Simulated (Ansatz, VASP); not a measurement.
# Zn36HO36 (bond-centred H+ along c in ZnO) in two plane-wave programs, part 2 of 2

Wanted: the spread between two codes on one cell, functional and k mesh. The cell is taken from a series of runs on this material, whose earlier steps may have relaxed, scaled, displaced or heated it; both programs get it as it stands.

VASP 6.6.1 and Ansatz 0.2.0.

So far. Step 2 (VASP: single point, HSE06): The run ends at a pressure of -3.57 GPa, with forces up to 5.9 eV/Å.

## (3) Ansatz: single point, HSE06

Level of this step: Ansatz beside VASP: Kohn-Sham DFT, plane waves, HSE06 (Ansatz).

Ansatz runs on its default PAW (the set named soft_2) files.

The same cell, functional, mesh and smearing now go to Ansatz.

The input, input.yaml:

```yaml
crystal:
  lattice:
    - [9.83855992, 0.0, 0.0]
    - [-4.91927996, 8.52044283, 0.0]
    - [0.0, 0.0, 10.58650209]
  atoms:
    - { symbol: Zn, position: [0.111479046, 0.222318118, 0.250124623] }
    - { symbol: Zn, position: [0.2215626, 0.109740485, 0.001042795] }
    - { symbol: O, position: [0.222680803, 0.111976229, 0.19008828] }
    - { symbol: O, position: [0.112045923, 0.223909612, 0.43983474] }
    - { symbol: Zn, position: [0.109131574, 0.218134872, 0.74986997] }
    - { symbol: Zn, position: [0.221945997, 0.110521809, 0.499450296] }
    - { symbol: O, position: [0.222038318, 0.110700843, 0.688255195] }
    - { symbol: O, position: [0.109107493, 0.218448279, 0.938331659] }
    - { symbol: Zn, position: [0.111478485, 0.556142125, 0.250126421] }
    - { symbol: Zn, position: [0.208428691, 0.437704168, -0.009371766] }
    - { symbol: O, position: [0.219040489, 0.443011882, 0.183778156] }
    - { symbol: O, position: [0.112046232, 0.555111412, 0.439836243] }
    - { symbol: Zn, position: [0.109132935, 0.557974402, 0.749868681] }
    - { symbol: Zn, position: [0.207252935, 0.437113211, 0.510846605] }
    - { symbol: O, position: [0.222304222, 0.444640678, 0.697252504] }
    - { symbol: O, position: [0.109105886, 0.557637128, 0.938330821] }
    - { symbol: Zn, position: [0.111252912, 0.889117137, 0.249628466] }
    - { symbol: Zn, position: [0.221564037, 0.778799946, 0.001039952] }
    - { symbol: O, position: [0.222680326, 0.777684974, 0.1900874] }
    - { symbol: O, position: [0.11124539, 0.889111628, 0.438658196] }
    - { symbol: Zn, position: [0.111249043, 0.889113962, 0.750061375] }
    - { symbol: Zn, position: [0.221944786, 0.778400579, 0.499448635] }
    - { symbol: O, position: [0.222036675, 0.778314863, 0.688253033] }
    - { symbol: O, position: [0.111247029, 0.889112383, 0.939259852] }
    - { symbol: Zn, position: [0.444225089, 0.222311612, 0.250118587] }
    - { symbol: Zn, position: [0.556368571, 0.111674033, 0.001625823] }
    - { symbol: O, position: [0.555418026, 0.111200289, 0.190484669] }
    - { symbol: O, position: [0.445232037, 0.223912413, 0.439827497] }
    - { symbol: Zn, position: [0.442383892, 0.218139356, 0.749855538] }
    - { symbol: Zn, position: [0.556128586, 0.111550114, 0.498779898] }
    - { symbol: O, position: [0.556229993, 0.111604136, 0.68780631] }
    - { symbol: O, position: [0.442724241, 0.218443526, 0.938317193] }
    - { symbol: Zn, position: [0.444615718, 0.555806037, 0.169528119] }
    - { symbol: Zn, position: [0.562668186, 0.437695552, -0.0093845] }
    - { symbol: O, position: [0.557378301, 0.442995779, 0.183759654] }
    - { symbol: O, position: [0.444539872, 0.555749285, 0.468601992] }
    - { symbol: Zn, position: [0.444575466, 0.555776058, 0.756017472] }
    - { symbol: Zn, position: [0.563210702, 0.437131417, 0.510812912] }
    - { symbol: O, position: [0.555707752, 0.444645084, 0.697227615] }
    - { symbol: O, position: [0.444591156, 0.555787359, 0.953152253] }
    - { symbol: Zn, position: [0.444224556, 0.888895336, 0.250118133] }
    - { symbol: Zn, position: [0.562672144, 0.791959016, -0.009389782] }
    - { symbol: O, position: [0.557384999, 0.781377724, 0.183750988] }
    - { symbol: O, position: [0.44523061, 0.888291662, 0.439825954] }
    - { symbol: Zn, position: [0.442384454, 0.891218817, 0.749848178] }
    - { symbol: Zn, position: [0.563205191, 0.793041002, 0.510800205] }
    - { symbol: O, position: [0.555706259, 0.77803585, 0.697217444] }
    - { symbol: O, position: [0.442724728, 0.891261847, 0.938309775] }
    - { symbol: Zn, position: [0.777914168, 0.222446116, 0.249967001] }
    - { symbol: Zn, position: [0.888691124, 0.111676663, 0.001633122] }
    - { symbol: O, position: [0.889172802, 0.111205834, 0.190491121] }
    - { symbol: O, position: [0.777904841, 0.222439684, 0.439031626] }
    - { symbol: Zn, position: [0.77791288, 0.222445464, 0.749994213] }
    - { symbol: Zn, position: [0.88878873, 0.111547229, 0.498786332] }
    - { symbol: O, position: [0.888754781, 0.111604875, 0.687810586] }
    - { symbol: O, position: [0.777917078, 0.222448558, 0.939745877] }
    - { symbol: Zn, position: [0.778060535, 0.556144367, 0.250124657] }
    - { symbol: Zn, position: [0.888689625, 0.443992665, 0.001636441] }
    - { symbol: O, position: [0.889170587, 0.444946509, 0.190494273] }
    - { symbol: O, position: [0.776433173, 0.555116097, 0.439832757] }
    - { symbol: Zn, position: [0.782212635, 0.557973053, 0.749850104] }
    - { symbol: Zn, position: [0.888790033, 0.444216313, 0.498789141] }
    - { symbol: O, position: [0.888754017, 0.444127751, 0.687812713] }
    - { symbol: O, position: [0.781919859, 0.557635484, 0.938313455] }
    - { symbol: Zn, position: [0.778062263, 0.888898535, 0.250122308] }
    - { symbol: Zn, position: [0.890613543, 0.778796414, 0.001032362] }
    - { symbol: O, position: [0.888392586, 0.777686011, 0.190084098] }
    - { symbol: O, position: [0.776432842, 0.888290544, 0.43982933] }
    - { symbol: Zn, position: [0.782210903, 0.891216513, 0.749844378] }
    - { symbol: Zn, position: [0.88983487, 0.778405052, 0.499446178] }
    - { symbol: O, position: [0.889661406, 0.778318725, 0.688248971] }
    - { symbol: O, position: [0.781922393, 0.891265323, 0.938307304] }
    - { symbol: H, position: [0.444393972, 0.555637092, 0.343549854] }
total_charge: 1
basis:
  ecutwfc: 420
  xc_grid: 2
hamiltonian:
  xc: hse06
kpoints:
  mp_grid: { grid: [1, 1, 1] }
scf:
  occupations: { method: fermi_dirac, width: 0.01 }
  max_iter: 120
output:
  forces: true
checkpoint:
  read: "../relax.run"
```

Run with:

```bash
$ ansatz run input.yaml --threads 4 --pin off --max-ram 14131MiB --backend cpu --events-out ev --progress --plain --runs-dir out
```

Numbers of over 12 decimals in the logs are rounded to 6 here.

Output:

```text
Warning: checkpoint.read: the run can stay near the saved state's solution: 2 site(s) moved relative to the saved geometry (max |Δs| = 3.249e-2 fractional); the SCF starts from the saved state under `checkpoint.density_extrapolation: transplant`, in force with no word given; its orbitals are not used off its sites. A run without `checkpoint.read` takes nothing of the state. A lower free energy from it at the same positions (and U, V and field ramp, if any) shows a solution that this start missed, and an equal or higher one rules none out (checkpoint.read, Limitations, in the input reference)
exact exchange: scf.exx.singularity resolves to wigner_seitz, which cuts the screened interaction at the faces of the exchange supercell's Wigner-Seitz cell, so that each pair interacts once, at the shortest of its separations (the periodic images that this leaves out come, for a point-like exchange hole, to about 0.010 eV on a filled level). The cut falls within the interaction's reach, and what an exchange supercel [...]
Engine: ansatz 0.2.0, aarch64-unknown-linux-gnu
Pseudopotentials: kind: paw
Pseudopotential: Zn, paw, valence charge 12, recommended cutoff 420 eV (normal), Zn.paw.azcp
Pseudopotential: O, paw, valence charge 6, recommended cutoff 420 eV (normal), O.paw.azcp
Pseudopotential: H, paw, valence charge 1, recommended cutoff 420 eV (normal), H.paw.azcp
Functional definition: HSE06
  parameter a = 0.25
  parameter omega = 0.11/bohr
  exchange = pbe_x - a*pbe_x_sr(omega) + a*exact_x_sr(omega)
  correlation = pbe_c
Crystal: 73 atoms, lattice volume = 887.455 Å³
Basis set: ecut = 420 eV, 17351 PW (Γ), exchange–correlation on 144×144×144 points (8 copies of the dense FFT grid, shifted against one another)
Bands: 397, of which v1, the nominal top of the filled ones, is band 324 counted from 1 (323 counted from 0)
Symmetry: 1 space group operations
Space group: P1 (ITA 1), of the structure as read, at distance tolerance 9.6e-5 Å
k-points: 1
Non-local potential: Zn, projectors of the file, l = 0: 2, l = 1: 2, l = 2: 3, l = 3: 1
Non-local potential: O, projectors of the file, l = 0: 2, l = 1: 2, l = 2: 1
Non-local potential: H, projectors of the file, l = 0: 2, l = 1: 1
PAW form: soft (Blöchl's): semilocal exchange-correlation on the pseudo side does not see the compensation charge
PAW frozen core: Zn, regenerated for the run's functional, and the local potential with it (the file was generated under x = pbe(κ = 0.804, μ = 0.219515), c = pbe(β = 0.066725))
PAW frozen core: O, regenerated for the run's functional, and the local potential with it (the file was generated under x = pbe(κ = 0.804, μ = 0.219515), c = pbe(β = 0.066725))
PAW one-centre angular grid: Zn, 590 points (default); XC on 64 Gauss nodes
PAW one-centre angular grid: O, 110 points (default); XC on 96 Gauss nodes
PAW one-centre angular grid: H, 110 points (default); XC on 64 Gauss nodes
Initial density: read from a saved state, or passed on in memory by an earlier SCF of this step, an earlier step, the calling program or the single point that the run made first, carried with its atoms to this geometry
Initial wavefunctions: pseudopotential atomic-orbital guess
Functional: x = pbe(κ = 0.804, μ = 0.219515), c = pbe(β = 0.066725), warm-up for x = pbe(κ = 0.804, μ = 0.219515) + 0.25 (exact − pbe) at short range (hse, ω = 0.207870 Å⁻¹), c = pbe(β = 0.066725); HSE06 as pw.x's `hse` composes it (authors' and Libxc's form: `xc: wpbeh`)
iter 1 solved again at ethr=6.85e-4 eV; its pass at ethr=1.00e-1 eV (dr2=4.44e0 eV) is discarded
SCF iter   1: F=—  HF=-139948.316687 eV  |F-HF|=—  |Δ(HF+E_count)|=         —  Δρ=3.32e-2  dr2=5.26e0  ethr=6.85e-4  ⟨swp⟩=8.0  Hψ=2622  notcnv=0
preconditioner: auto → none  [insulator: Δε(μ)=0.443 eV  Ē_g=12.075 eV  σ=0.010 eV  W_gap=1.00  n_scr=242 (ndim 8)  ℏωp=31.7 eV  f_vac=0.060  D(μ)=0.00/eV (n_scr^D=0)]
[...]
SCF 4 converged in 2 iterations: F = -139941.383672 eV  dr2 = 2.31e-9
  Residual-converged pass: ⟨swp⟩=3.0  Hψ=723  notcnv=0  max |occ|·‖R‖ = 1.3e-6 eV (tolerance 1.4e-6 eV)  dr2=2.34e-9  dr2_onsite=3.03e-10  max |Δocc| = 0.0e0
hybrid outer 3: dexx = +4.847e-9 eV, tail = 5.29e-9 eV, Δε = 8.97e-5 eV (about 1.76e-5 eV left of the loop's levels), ΔF = 1.73e-4 eV/Å (tail 4.01e-4)
hybrid SCF converged: 3 outer / 15 inner (+8 warm-up), last move |dexx| = 4.85e-9 eV, tail = 5.29e-9 eV
Stability not checked: this state was not tested for a lower state beside it, because the functional holds exact exchange (a hybrid, or Hartree-Fock), whose exchange loop this test does not read (fock_operator; see scf.lower_state_search)
Free energy (F): -139941.383672 eV
Frozen-core exchange: fock
Harris-Foulkes:  -139941.383672 eV  (|F-HF|=1.08e-9)
Internal energy: -139941.383672 eV  (E = F + TS)
E sigma→0 (E₀):  -139941.383672 eV
Fermi energy:    6.690045 eV
--- Per-component energies (eV) ---
  E_band       = -394.169640
  E_kinetic    = 11010.810963
  E_local      = -73734.158425  (includes V_loc(G=0)·N_el)
  E_nonlocal   = 24146.324061
  E_hartree    = 30502.754992
  E_xc         = -6001.803612
  E_vxc        = -4137.798877  (∫ρ·V_xc dr)
  E_exx        = -2205.828333  (= α·E_x^exact, valence–valence)
  E_paw        = -71116.263049  (= ΣΔE_a)
  E_vpaw       = -14273.272581  (= ΣTr[D̂ρ^β])
  E_aug_tail   = 0.073519  (compensation charges beyond the density's cutoff)
  E_ewald      = -52565.398052
  E_core_change = 22.104248  (= ΣΔE_core)
  E_smearing   = -0.000000  (= −TS)
  E_closure    = 0.000016  (closes the sum)
  E_deformation_potential = 13.610662  (in the stress; not in F)
  Σ components = -139941.383672   (vs F -139941.383672, Δ=2.91e-11)
--- Forces (eV/Å), atoms counted from 1 ---
  atom   1  Zn     0.00842923    -0.04075009     0.06532249
  atom   2  Zn     0.00016285    -0.01070236    -0.00233324
  atom   3  O     -0.00009478     0.01599716    -0.01529626
  atom   4  O     -0.02456360    -0.04475990    -0.02714461
  atom   5  Zn     0.00049437     0.00530913    -0.02683774
  atom   6  Zn     0.00006706     0.02426315    -0.01184711
  atom   7  O     -0.00005777    -0.00404781     0.01830055
  atom   8  O      0.00140235     0.01385200     0.02363161
  atom   9  Zn    -0.03110132     0.02765732     0.06529381
  atom  10  Zn    -0.02681522    -0.01547385    -0.05888117
  atom  11  O      0.04698616     0.02706708    -0.04605924
  atom  12  O     -0.05103427     0.00114233    -0.02715179
  atom  13  Zn     0.00475543    -0.00222305    -0.02677934
  atom  14  Zn     0.14767255     0.08527906    -0.12424151
  atom  15  O     -0.01064383    -0.00615725     0.06598941
  atom  16  O      0.01267623    -0.00573732     0.02367354
  atom  17  Zn    -0.00012464    -0.00013589     0.02391915
  atom  18  Zn    -0.00917963     0.00553463    -0.00222609
  atom  19  O      0.01380894    -0.00808637    -0.01536780
  atom  20  O     -0.00004416    -0.00003601    -0.01301070
  atom  21  Zn    -0.00014648    -0.00014265    -0.01686581
  atom  22  Zn     0.02103164    -0.01210036    -0.01181623
  atom  23  O     -0.00349656     0.00197463     0.01834852
  atom  24  O      0.00006729     0.00007583     0.01057620
[...]
atom  66  Zn     0.00933218     0.00543074    -0.00199363
  atom  67  O     -0.01386261    -0.00798485    -0.01548040
  atom  68  O      0.02651924     0.04388250    -0.02704029
  atom  69  Zn    -0.00441367    -0.00304046    -0.02663895
  atom  70  Zn    -0.02103747    -0.01217350    -0.01181542
  atom  71  O      0.00342191     0.00200614     0.01843390
  atom  72  O     -0.01102593    -0.00808883     0.02397556
  atom  73  H      0.00306667     0.00333660     5.96809529
  max |Σ_I F_I| component: 4.88e-4 eV/Å
--- Band table (eV) ---
  k-point 0: bands = [... 320 lower, 5.1142, 5.4359, 5.4886, 5.4886, 7.8845]
  guard bands above this table: 72 of the run's 397 bands. The solve was not asked for them (output.publish_guard_bands: true or output.eigenvalues: true publishes all)
```

## (4) Comparison

Known differences besides the potentials themselves: exact exchange at q = 0 is treated differently, which shows on coarse meshes; VASP keeps PBE cores, Ansatz makes them for the functional; the cutoff is 420 eV in Ansatz and 520 eV in VASP (PREC = Accurate, projectors in real space); VASP takes a coarser grid for exact exchange (PRECFOCK = Fast). Total energies have different zeros and are not compared.

Compared:

| quantity | Ansatz | VASP | difference |
| --- | --- | --- | --- |
| gap on the k mesh (eV) | 2.396 | 2.365 | +0.031 |

Forces on 9 of the 73 atoms, those with the largest forces and the largest differences (eV/Å; atoms numbered as in POSCAR):

| atom | Ansatz x, y, z | VASP x, y, z |
| --- | --- | --- |
| Zn8 | 0.148, 0.085, -0.124 | 0.161, 0.093, -0.126 |
| Zn17 | 0.001, 0.001, -0.262 | 0.001, 0.000, -0.245 |
| Zn20 | -0.147, 0.085, -0.124 | -0.159, 0.092, -0.126 |
| Zn24 | 0.000, -0.170, -0.124 | 0.000, -0.185, -0.126 |
| O41 | 0.047, 0.027, -0.046 | 0.020, 0.013, -0.033 |
| O54 | -0.004, -0.004, -5.415 | -0.001, -0.004, -5.402 |
| O56 | 0.000, 0.000, 0.127 | 0.000, 0.001, 0.105 |
| O57 | 0.000, -0.055, -0.046 | 0.000, -0.023, -0.033 |
| H73 | 0.003, 0.003, 5.968 | 0.003, 0.003, 5.925 |

The forces differ by 7.6 meV/Å r.m.s., which is 1.4 % of the r.m.s. force of 0.543 eV/Å (both taken over all components). A gap on the mesh is an upper bound, since the band edges may lie between its points. The cell carries a charge of +1 e against a uniform background, so its pressure also hangs on how the neutralising background is counted, and in a defect's cell a gap may be the spacing between its levels.

## (5) Results

| Item | Value |
| --- | --- |
| r.m.s. force difference (single point, HSE06) | 1.4 % of the r.m.s. force |

**Reading.** The r.m.s. force difference is 1.4 % of the r.m.s. force (single point, HSE06), within the 3 % picked in this series as the mark of a large difference. How closely two codes agree says nothing of how well the functional describes the real material.

[Lines on the potential files, build, host, timing and source positions are cut from VASP's logs without a mark.]

[Logs are printed without paths, hosts, clocks, repeated set-up lines and the standing remarks that a program may print on its own settings, such as how far it seeks lower states.]

[Hosts, paths, dates, database ids (printed as entryN), source tags and the programs' standing remarks are cut or masked in the printed files.]
